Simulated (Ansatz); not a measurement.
W:

```
CELL_PARAMETERS angstrom
-1.58234 1.58234 1.58234
1.58234 -1.58234 1.58234
1.58234 1.58234 -1.58234
ATOMIC_POSITIONS crystal
W 0.00000 0.00000 0.00000
```

Base run:

- Program: Ansatz 0.2.0
- Functional: LDA
- Potentials or basis: Ansatz PAW
- Cutoff: 420 eV (not typed: the program's choice for these potentials)
- k mesh: 12 × 12 × 12
- Occupations: fermi-dirac, width 0.05 eV
- Spin: no spin polarisation
- Hubbard terms: W d U = 3 eV

Its results: band gap on the k mesh none (metal or under the smearing width); pressure -7.7 GPa.

Task: After a change of settings the same cell gave: band gap on the k mesh none (metal or under the smearing width); pressure -6.8 GPa. Which change was it?
A. hubbard terms from W d U = 3 eV to W d U = 8 eV
B. hubbard terms from W d U = 3 eV to none; hubbard projectors from ortho-atomic (the default) to none
C. hubbard terms from W d U = 3 eV to W d U = 4 eV

Result: C.

Caveats: U without spin polarisation on a metal has little footing; the PAW data sets come from PBE, with cores solved anew for the run's functional, which leaves a small shift of forces and pressure; the U is typed as a test and isn't derived for this compound.
